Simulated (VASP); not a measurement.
# SiC (Moissanite 3C) (F-43m) in VASP: further runs

The runs below take SiC (Moissanite 3C) through single point, relaxation of cell and atoms, with PBE.

Program: VASP 6.6.1. These are calculated values, not measurements. Logs are shortened: lines on timing, memory, paths and dates and some standing lists are left out, and cuts for length are marked.

**The experiment to reproduce.**

“Insight into the structural, elastic and electronic properties of a new orthorhombic 6O-SiC polytype”, 2020, pmc:7200658 quotes, for a bulk crystal of SiC: band gap 2.4 eV (indirect).

The results are compared with them further down.

## Step 1: The structure

The structure is cubic, space group F-43m (No. 216). The conventional cell has a = 4.358 Å, b = 4.358 Å, c = 4.358 Å, α = 90.00°, β = 90.00°, γ = 90.00°. Around Si (site symmetry -43m) lie 4 C at 1.89 Å. C (site symmetry -43m) has 4 Si at 1.89 Å as nearest neighbours.

## Step 2: Single point, PBE

INCAR reads:

```
ALGO     = Fast           # electronic algorithm
EDIFF    = 1E-7           # SCF threshold, eV
ENCUT    = 520            # plane-wave cutoff, eV
GGA      = PE             # functional
ISIF     = 2              # what is computed and relaxed
ISMEAR   = 0              # smearing method
LASPH    = T              # aspherical terms in the spheres
LCHARG   = F              # write CHGCAR
LREAL    = F              # projectors in reciprocal space
LWAVE    = F              # write WAVECAR
NBANDS   = 11             # bands
NELM     = 80             # most SCF steps
PREC     = Accurate       # precision mode
SIGMA    = 0.028999999999999998 # smearing width, eV
```

KPOINTS reads:

```
k-points
0
Gamma
  10 10 10
```

POSCAR reads:

```
SiC
1.0
    0.0000000000      2.1790000000      2.1790000000
    2.1790000000      0.0000000000      2.1790000000
    2.1790000000      2.1790000000      0.0000000000
Si C
1 1
Direct
    0.0000000000      0.0000000000      0.0000000000
    0.7500000000      0.7500000000      0.7500000000
```

Potentials or basis: VASP PAW PBE potentials, release 64 (Si, C).

On the command line:

```bash
> cat potpaw_PBE.64/Si/POTCAR potpaw_PBE.64/C/POTCAR > POTCAR
> mpirun -np 1 vasp_std > vasp.out
```

OUTCAR:

```text
EDIFF = 1E-7
   ENCUT = 520
   GGA = PE
   ISIF = 2
   ISMEAR = 0
   LASPH = T
   LREAL = F
   NELM = 80
   PREC = Accurate

 ion  position               nearest neighbor table
   1  0.000  0.000  0.000-   2 1.89   2 1.89   2 1.89   2 1.89
   2  0.750  0.750  0.750-   1 1.89   1 1.89   1 1.89   1 1.89

  LATTYP: Found a face centered cubic cell.
 ALAT       =     4.3580000000

  Lattice vectors:

 A1 = (   0.0000000000,   2.1790000000,   2.1790000000)
 A2 = (   2.1790000000,   0.0000000000,   2.1790000000)
 A3 = (   2.1790000000,   2.1790000000,   0.0000000000)

Analysis of symmetry for initial positions (statically):
=====================================================================
 Subroutine PRICEL returns:
 Original cell was already a primitive cell.

 Routine SETGRP: Setting up the symmetry group for a
 face centered cubic supercell.

 Subroutine GETGRP returns: Found 24 space group operations
 (whereof 24 operations were pure point group operations)
 out of a pool of 48 trial point group operations.

The static configuration has the point symmetry T_d .

Analysis of symmetry for dynamics (positions and initial velocities):
=====================================================================
 Subroutine PRICEL returns:
 Original cell was already a primitive cell.

 Routine SETGRP: Setting up the symmetry group for a
 face centered cubic supercell.

 Subroutine GETGRP returns: Found 24 space group operations
 (whereof 24 operations were pure point group operations)
 out of a pool of 48 trial point group operations.

The dynamic configuration has the point symmetry T_d .

 Subroutine INISYM returns: Found 24 space group operations
 (whereof 24 operations are pure point group operations),
 and found     1 'primitive' translations

----------------------------------------------------------------------------------------

                                     Primitive cell

  volume of cell :      20.6920

  direct lattice vectors                    reciprocal lattice vectors
     0.000000000  2.179000000  2.179000000    -0.229463056  0.229463056  0.229463056
     2.179000000  0.000000000  2.179000000     0.229463056 -0.229463056  0.229463056
     2.179000000  2.179000000  0.000000000     0.229463056  0.229463056 -0.229463056

  length of vectors
     3.081571352  3.081571352  3.081571352     0.397441672  0.397441672  0.397441672

  position of ions in fractional coordinates (direct lattice)
     0.000000000  0.000000000  0.000000000
     0.750000000  0.750000000  0.750000000
[... 87 lines left out ...]
   PSTRESS=    0.0 pullay stress
   NELECT =       8.0000    total number of electrons
   NUPDOWN=      -1.0000    fix difference up-down
   EMIN   =  10.00;   EMAX   =-10.00  energy-range for DOS
   EFERMI =   0.00;   METHOD = LEGACY
   ISMEAR =     0;   SIGMA  =   0.03  broadening in eV -4-tet -1-fermi 0-gaus
   EFERMI_NEDOS =   21; number of points for ismear=-14 and -15
   IALGO  =     68    algorithm
   IMIX   =      4    mixing-type and parameters
     AMIX     =   0.40;   BMIX     =  1.00
     AMIX_MAG =   1.60;   BMIX_MAG =  1.00
  volume/ion in A,a.u.               =      10.35        69.82
  Fermi-wavevector in a.u.,A,eV,Ry     =   1.192626  2.253736 19.352338  1.422357
  Thomas-Fermi vector in A             =   2.328660
   LORBIT       =      0    0 simple, 1 ext, 2 COOP (PROOUT), +10 PAW based schemes
   GGA     = PE    functional components
   LHFCALC =     F    Hartree Fock is set to
   AEXX    =    0.0000 exact exchange contribution
   IVDW    =     0    specifies the selected vdW correction
   LEPSILON=     F    determine dielectric tensor
   LRPA    =     F    only Hartree local field effects (RPA)
 non-spin polarized calculation
 RMM-DIIS sequential band-by-band and
 Gauss-broadening in eV      SIGMA  =   0.03
  energy-cutoff  :      520.00
  volume of cell :       20.69
 maximum number of plane-waves:       568
   NGX = 11   NGY = 11   NGZ = 11

 number of electron       8.0000001 magnetization

 Free energy of the ion-electron system (eV)
  ---------------------------------------------------
  ext. energy  EPLUGINS =         0.00000000
  ---------------------------------------------------
  free energy    TOTEN  =       -15.05771945 eV

  energy without entropy =      -15.05771945  energy(sigma->0) =      -15.05771945

 E-fermi :   8.3054     XC(G=0): -11.3562

 val. band max:        8.1069396235   @ k =   0.0000   0.0000   0.0000
 cond. band min:       9.4639336658   @ k =   0.5000   0.5000   0.0000
 fundamental gap:      1.3569940423
 Fermi energy:         8.3053599639

 k-point     1 :       0.0000    0.0000    0.0000
  band No.  band energies     occupation
      1      -7.2963      2.00000
      2       8.1069      2.00000
      3       8.1069      2.00000
      4       8.1069      2.00000
      5      14.3409      0.00000
      6      15.4143      0.00000
      7      15.4143      0.00000
      8      15.4143      0.00000
      9      22.6135      0.00000
     10      22.6135      0.00000
     11      24.5879      0.00000
[... 309 lines left out ...]
 k-point    24 :       0.4000    0.3000    0.0000
  band No.  band energies     occupation
      1      -4.1553      2.00000
      2       2.5270      2.00000
      3       4.9559      2.00000
      4       5.4825      2.00000
      5      10.9768      0.00000
      6      13.7316      0.00000
      7      19.7292      0.00000
      8      20.0393      0.00000
      9      21.8759      0.00000
     10      26.1840      0.00000
     11      29.3671      0.00000

 [... further k-points ...]

------------------------ aborting loop because EDIFF is reached ----------------------------------------

  FORCE on cell =-STRESS in cart. coord.  units (eV):
  Direction    XX          YY          ZZ          XY          YZ          ZX
  --------------------------------------------------------------------------------------
  -------------------------------------------------------------------------------------
  Total        0.4149826      0.4149826      0.4149826      0.0000000      0.0000000      0.0000000
  in kB       32.1320755     32.1320755     32.1320755      0.0000000      0.0000000      0.0000000
  external PRESSURE =      32.1320755 kB  Pullay stress =       0.0000000 kB

 VOLUME and BASIS-vectors are now :
 -----------------------------------------------------------------------------
  energy-cutoff  :      520.00
  volume of cell :       20.69
      direct lattice vectors                 reciprocal lattice vectors
     0.000000000  2.179000000  2.179000000    -0.229463056  0.229463056  0.229463056
     2.179000000  0.000000000  2.179000000     0.229463056 -0.229463056  0.229463056
     2.179000000  2.179000000  0.000000000     0.229463056  0.229463056 -0.229463056

 POSITION                                       TOTAL-FORCE (eV/Angst)
 -----------------------------------------------------------------------------------
      0.00000      0.00000      0.00000        -0.000000      0.000000      0.000000
      3.26850      3.26850      3.26850         0.000000     -0.000000     -0.000000
 -----------------------------------------------------------------------------------
    total drift:                               -0.000000     -0.000000     -0.000000

  FREE ENERGIE OF THE ION-ELECTRON SYSTEM (eV)
  ---------------------------------------------------
  free  energy   TOTEN  =       -15.0577194469 eV

  energy  without entropy=      -15.0577194469  energy(sigma->0) =      -15.05771945
```

OSZICAR:

```text
N       E                     dE             d eps       ncg     rms          rms(c)
DAV:   1     0.438308308029E+01    0.43831E+01   -0.38937E+03  1074   0.617E+02
DAV:   2    -0.162709008687E+02   -0.20654E+02   -0.19548E+02  1348   0.111E+02
DAV:   3    -0.169102831761E+02   -0.63938E+00   -0.63841E+00  1268   0.163E+01
DAV:   4    -0.169126958802E+02   -0.24127E-02   -0.24125E-02  1183   0.129E+00
DAV:   5    -0.169127068357E+02   -0.10955E-04   -0.10955E-04  1267   0.805E-02    0.881E+00
RMM:   6    -0.151106135899E+02    0.18021E+01   -0.18352E+00  1036   0.710E+00    0.355E+00
RMM:   7    -0.150672485370E+02    0.43365E-01   -0.35095E-01  1102   0.356E+00    0.187E+00
RMM:   8    -0.150634921895E+02    0.37563E-02   -0.38659E-02  1092   0.145E+00    0.482E-01
RMM:   9    -0.150577183641E+02    0.57738E-02   -0.48818E-03  1193   0.436E-01    0.132E-01
RMM:  10    -0.150577093008E+02    0.90633E-05   -0.14707E-03  1219   0.237E-01    0.549E-02
RMM:  11    -0.150577218041E+02   -0.12503E-04   -0.11162E-04  1143   0.861E-02    0.129E-02
RMM:  12    -0.150577191052E+02    0.26990E-05   -0.20467E-05  1211   0.324E-02    0.757E-03
RMM:  13    -0.150577194432E+02   -0.33806E-06   -0.27991E-06  1207   0.137E-02    0.334E-03
RMM:  14    -0.150577195465E+02   -0.10328E-06   -0.37113E-07  1179   0.503E-03    0.128E-03
RMM:  15    -0.150577194469E+02    0.99639E-07   -0.62705E-08   887   0.186E-03
   1 F= -.15057719E+02 E0= -.15057719E+02  d E =-.228970E-24
```

Wall time 6.9 s (1 thread of Intel Xeon Platinum 8488C (Sapphire Rapids), shared host); peak memory 0.13 GiB.

Results:

```yaml
Free_energy: -15.0577 eV
Pressure: 3.2 GPa
Band_gap_on_the_k_mesh: 1.36 eV, indirect (least direct gap 4.54 eV)
```

## Step 3: Relaxation of cell and atoms, PBE

INCAR reads:

```
PREC = Accurate ; ENCUT = 980
EDIFF = 1E-6 ; ISMEAR = -1
SIGMA = 0.05 ; LREAL = F
LASPH = T ; NELM = 80
ALGO = Normal ; ISIF = 3
LWAVE = F ; LCHARG = F
GGA = PE ; IBRION = 2
NSW = 60 ; EDIFFG = -0.01
```

KPOINTS reads:

```
Automatic mesh
0
Gamma
  10 10 10
```

POSCAR is that of step 2.

Potentials or basis: VASP PAW PBE potentials, release 64 (Si, C_h).

On the command line:

```bash
> cat potpaw_PBE.64/Si/POTCAR potpaw_PBE.64/C_h/POTCAR > POTCAR
> mpirun -np 1 vasp_std > vasp.out
```

Wall time 20 s (1 thread of Intel Xeon Platinum 8488C (Sapphire Rapids), shared host); peak memory 0.18 GiB.

Results (log left out):

```
Free energy                            : -15.0688 eV
Relaxed volume                         : 10.49 Å³/atom
Relaxed cell                           : a = 3.096 Å, b = 3.096 Å, c = 3.096 Å, α = 60.00°, β = 60.00°, γ = 60.00°
Space group after relaxing (to 0.05 Å) : F-43m (No. 216)
Energy gained by relaxing              : 1.4 meV/atom
Ionic steps                            : 3
Pressure after relaxing                : 0.0 GPa
Band gap on the k mesh                 : 1.37 eV, indirect (least direct gap 4.53 eV)
```

The path:
| step | energy change (eV) | largest force (eV/Å) | pressure (GPa) | volume (Å³) |
| --- | --- | --- | --- | --- |
| 1 | 0.0000 | 0.0000 | 3.12 | 20.69 |
| 2 | 0.0002 | 0.0000 | -3.08 | 21.30 |
| 3 | -0.0028 | 0.0000 | 0.01 | 20.99 |

Final structure:
```xyz
2
Lattice="0.0000 2.1893 2.1893 2.1893 0.0000 2.1893 2.1893 2.1893 0.0000" Properties=species:S:1:pos:R:3 pbc="T T T"
Si    0.0000    0.0000    0.0000
C     3.2840    3.2840    3.2840
```

Levels at points of the mesh, in eV from the valence-band top:
```tsv
k point	band 1	band 2	band 3	band 4	band 5	band 6	band 7	band 8
(0.00, 0.00, 0.00)	-15.29	0.00	0.00	0.00	6.07	7.21	7.21	7.21
(0.50, 0.00, 0.00)	-11.78	-8.46	-1.05	-1.05	5.31	7.17	7.17	9.98
(0.50, 0.50, 0.00)	-10.34	-7.75	-3.16	-3.16	1.37	4.28	13.87	13.87
```

A k mesh can miss the band edges. Zero-point motion and thermal expansion aren't in these numbers.

## Step 4: Relaxation of cell and atoms, PBE

INCAR reads:

```
SYSTEM = SiC
  ALGO = Fast
  EDIFF = 1E-7
  EDIFFG = -0.005
  ENCUT = 480
  GGA = PE
  IBRION = 2
  ISIF = 3
  ISMEAR = -1
  LASPH = .TRUE.
  LCHARG = .FALSE.
  LREAL = .FALSE.
  LWAVE = .FALSE.
  NELM = 80
  NSW = 60
  PREC = Accurate
  SIGMA = 0.05
```

KPOINTS reads:

```
k-points
0
G
  10 10 10
  0 0 0
```

POSCAR is that of step 3.

Potentials or basis: VASP PAW PBE potentials, release 64 (Si, C_s).

On the command line:

```bash
> cat potpaw_PBE.64/Si/POTCAR potpaw_PBE.64/C_s/POTCAR > POTCAR
> mpirun -np 1 vasp_std > vasp.out
```

It took 11 s on 1 thread of Intel Xeon Platinum 8488C (Sapphire Rapids), shared host; peak memory 0.13 GiB.

The run converged. Its results:

| Property | Result |
| --- | --- |
| Free energy | -15.0633 eV |
| Relaxed volume | 10.49 Å³/atom |
| Relaxed cell | a = 3.096 Å, b = 3.096 Å, c = 3.096 Å, α = 60.00°, β = 60.00°, γ = 60.00° |
| Space group after relaxing (to 0.05 Å) | F-43m (No. 216) |
| Energy gained by relaxing | 1.4 meV/atom |
| Ionic steps | 3 |
| Pressure after relaxing | 0.0 GPa |
| Band gap on the k mesh | 1.38 eV, indirect (least direct gap 4.53 eV) |

Step by step:
| step | energy change (eV) | largest force (eV/Å) | pressure (GPa) | volume (Å³) |
| --- | --- | --- | --- | --- |
| 1 | 0.0000 | 0.0000 | 3.10 | 20.69 |
| 2 | 0.0002 | 0.0000 | -3.04 | 21.30 |
| 3 | -0.0028 | 0.0000 | 0.00 | 20.99 |

Final structure:
```xyz
2
Lattice="0.0000 2.1893 2.1893 2.1893 0.0000 2.1893 2.1893 2.1893 0.0000" Properties=species:S:1:pos:R:3 pbc="T T T"
Si    0.0000    0.0000    0.0000
C     3.2839    3.2839    3.2839
```

Levels at points of the mesh, in eV from the valence-band top:
| k point | band 1 | band 2 | band 3 | band 4 | band 5 | band 6 | band 7 | band 8 |
| --- | --- | --- | --- | --- | --- | --- | --- | --- |
| (0.00, 0.00, 0.00) | -15.29 | 0.00 | 0.00 | 0.00 | 6.07 | 7.22 | 7.22 | 7.22 |
| (0.50, 0.00, 0.00) | -11.78 | -8.46 | -1.05 | -1.05 | 5.32 | 7.18 | 7.18 | 9.98 |
| (0.50, 0.50, 0.00) | -10.34 | -7.75 | -3.16 | -3.16 | 1.38 | 4.28 | 13.87 | 13.87 |

A k mesh can miss the band edges. Expect the measured gap to be larger: semilocal functionals such as PBE lack the derivative discontinuity.

## Step 5: Relaxation of cell and atoms, PBE

INCAR reads:

```
  PREC = Accurate
  ENCUT = 600
  EDIFF = 1E-6
  ISMEAR = -1
  SIGMA = 0.05
  LREAL = F
  LASPH = T
  NELM = 100
  ALGO = Normal
  ISIF = 3
  LWAVE = F
  LCHARG = F
  GGA = PE
  IBRION = 2
  NSW = 60
  EDIFFG = -0.01
```

KPOINTS reads:

```
Automatic mesh
0
Gamma
  10 10 10
```

POSCAR is that of step 4.

Potentials or basis: VASP PAW PBE potentials, release 54 (Si, C).

On the command line:

```bash
> cat potpaw_PBE.54/Si/POTCAR potpaw_PBE.54/C/POTCAR > POTCAR
> mpirun -np 1 vasp_std > vasp.out
```

Run time: 16 s. Hardware: 1 thread of Intel Xeon Platinum 8488C (Sapphire Rapids), shared host; peak memory 0.15 GiB.

Results (log left out):

| Item | Value |
| --- | --- |
| Free energy | -15.0619 eV |
| Relaxed volume | 10.49 Å³/atom |
| Relaxed cell | a = 3.096 Å, b = 3.096 Å, c = 3.096 Å, α = 60.00°, β = 60.00°, γ = 60.00° |
| Space group after relaxing (to 0.05 Å) | F-43m (No. 216) |
| Energy gained by relaxing | 1.4 meV/atom |
| Ionic steps | 3 |
| Pressure after relaxing | 0.0 GPa |
| Band gap on the k mesh | 1.37 eV, indirect (least direct gap 4.53 eV) |

The path:
| step | energy change (eV) | largest force (eV/Å) | pressure (GPa) | volume (Å³) |
| --- | --- | --- | --- | --- |
| 1 | 0.0000 | 0.0000 | 3.08 | 20.69 |
| 2 | 0.0002 | 0.0000 | -3.00 | 21.29 |
| 3 | -0.0028 | 0.0000 | 0.01 | 20.99 |

Final structure:
```yaml
crystal:
  lattice:
    - [0.00000, 2.18924, 2.18924]
    - [2.18924, 0.00000, 2.18924]
    - [2.18924, 2.18924, 0.00000]
  atoms:
    - { symbol: Si, position: [0.00000, 0.00000, 0.00000] }
    - { symbol: C, position: [0.75000, 0.75000, 0.75000] }
```

Levels at points of the mesh, in eV from the valence-band top:
```tsv
k point	band 2	band 3	band 4	band 5	band 6	band 7
(0.00, 0.00, 0.00)	0.00	0.00	0.00	6.07	7.21	7.21
(0.50, 0.00, 0.00)	-8.46	-1.05	-1.05	5.31	7.17	7.17
(0.50, 0.50, 0.00)	-7.75	-3.16	-3.16	1.37	4.27	13.87
```

## Step 6: Relaxation of cell and atoms, PBE

INCAR reads:

```
SYSTEM = SiC
PREC = Accurate
ENCUT = 580
EDIFF = 1E-6
ISMEAR = -1
SIGMA = 0.05
LREAL = .FALSE.
LASPH = .TRUE.
NELM = 80
ALGO = Normal
ISIF = 3
LWAVE = .FALSE.
LCHARG = .FALSE.
GGA = PE
IBRION = 2
NSW = 60
EDIFFG = -0.02
```

KPOINTS reads:

```
Automatic mesh
0
G
  10 10 10
  0 0 0
```

POSCAR is that of step 5.

Potentials or basis: VASP PAW PBE potentials, release 54 (Si, C).

On the command line:

```bash
> cat potpaw_PBE.54/Si/POTCAR potpaw_PBE.54/C/POTCAR > POTCAR
> mpirun -np 1 vasp_std > vasp.out
```

It took 9.2 s on 1 thread of Intel Xeon Platinum 8488C (Sapphire Rapids), shared host; peak memory 0.13 GiB.

Results (log left out):

```yaml
Free_energy: -15.0614 eV
Relaxed_volume: 10.49 Å³/atom
Relaxed_cell: a = 3.096 Å, b = 3.096 Å, c = 3.096 Å, α = 60.00°, β = 60.00°, γ = 60.00°
Space_group_after_relaxing_to_0.05_Å: F-43m (No. 216)
Energy_gained_by_relaxing: 1.4 meV/atom
Ionic_steps: 3
Pressure_after_relaxing: 0.0 GPa
Band_gap_on_the_k_mesh: 1.37 eV, indirect (least direct gap 4.53 eV)
```

The path:
```csv
step,energy change (eV),largest force (eV/Å),pressure (GPa),volume (Å³)
1,0.0000,0.0000,3.12,20.69
2,0.0002,0.0000,-3.03,21.30
3,-0.0028,0.0000,0.01,20.99
```

Final structure:
```cif
data_structure
_symmetry_space_group_name_H-M 'P 1'
_symmetry_Int_Tables_number 1
_cell_length_a 3.0962
_cell_length_b 3.0962
_cell_length_c 3.0962
_cell_angle_alpha 60.000
_cell_angle_beta 60.000
_cell_angle_gamma 60.000
_cell_volume 20.99
loop_
_atom_site_label
_atom_site_type_symbol
_atom_site_fract_x
_atom_site_fract_y
_atom_site_fract_z
_atom_site_occupancy
Si1 Si 0.00000 0.00000 0.00000 1
C1 C 0.75000 0.75000 0.75000 1
```

Levels at points of the mesh, in eV from the valence-band top:
| k point | band 2 | band 3 | band 4 | band 5 | band 6 | band 7 |
| --- | --- | --- | --- | --- | --- | --- |
| (0.00, 0.00, 0.00) | 0.00 | 0.00 | 0.00 | 6.07 | 7.21 | 7.21 |
| (0.50, 0.00, 0.00) | -8.46 | -1.05 | -1.05 | 5.31 | 7.17 | 7.17 |
| (0.50, 0.50, 0.00) | -7.75 | -3.16 | -3.16 | 1.37 | 4.27 | 13.87 |

## Step 7: The runs side by side

| task | potentials or basis | cell | cutoff (eV) | smearing | gap on the mesh (eV) | pressure (GPa) | relaxed volume (Å³/atom) |
| --- | --- | --- | --- | --- | --- | --- | --- |
| single point | VASP PAW PBE potentials, release 64 (Si, C) | as given | 520 | gaussian 0.029 eV | 1.36 | 3.2 | - |
| relaxation of cell and atoms | VASP PAW PBE potentials, release 64 (Si, C_h) | relaxed | 980 | fermi-dirac 0.05 eV | 1.37 | 0.0 | 10.49 |
| relaxation of cell and atoms | VASP PAW PBE potentials, release 64 (Si, C_s) | relaxed | 480 | fermi-dirac 0.05 eV | 1.38 | 0.0 | 10.49 |
| relaxation of cell and atoms | VASP PAW PBE potentials, release 54 (Si, C) | relaxed | 600 | fermi-dirac 0.05 eV | 1.37 | 0.0 | 10.49 |
| relaxation of cell and atoms | VASP PAW PBE potentials, release 54 (Si, C) | relaxed | 580 | fermi-dirac 0.05 eV | 1.37 | 0.0 | 10.49 |

Alike in all rows: level PBE; no spin polarisation; k mesh 10 × 10 × 10.

Absolute energies hang on the potentials; compare differences alone.

## Step 8: How close it comes

Step 2. A measured gap of SiC is 2.4 eV (indirect; quoted in “Insight into the structural, elastic and electronic properties of a new orthorhombic 6O-SiC polytype”, 2020, pmc:7200658); the calculated 1.36 eV misses it by -1.04 eV. The value is that of PBE on a finite k mesh, which can miss the band edges, without temperature or zero-point motion. Semilocal functionals fall short of measured gaps as a rule.
